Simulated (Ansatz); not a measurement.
Crystal: AlRu.

```xyz
2
Lattice="2.9916 0.0000 0.0000 0.0000 2.9916 0.0000 0.0000 0.0000 2.9916" Properties=species:S:1:pos:R:3 pbc="T T T"
Ru    1.4958    1.4958    1.4958
Al    0.0000    0.0000    0.0000
```

Base run:

| Item | Value |
| --- | --- |
| Program | Ansatz 0.2.0 |
| Functional | PBE |
| Potentials or basis | all-electron LAPW, scalar-relativistic |
| Cutoff | 241 eV (chosen from the basis error) |
| Basis error allowed | 0.001 eV/atom |
| k mesh | 9 × 9 × 9 |
| Occupations | gaussian, width 0.1 eV |
| Spin | no spin polarisation |

Its results: band gap on the k mesh none (metal or under the smearing width); pressure 2.5 GPa.

Task: The run is repeated on the same cell with these changes: functional from PBE to LDA. What comes out?

Result: Band gap on the k mesh none (metal or under the smearing width); pressure -8.2 GPa.

LDA binds more tightly than PBE, so the same cell stands under less pressure.
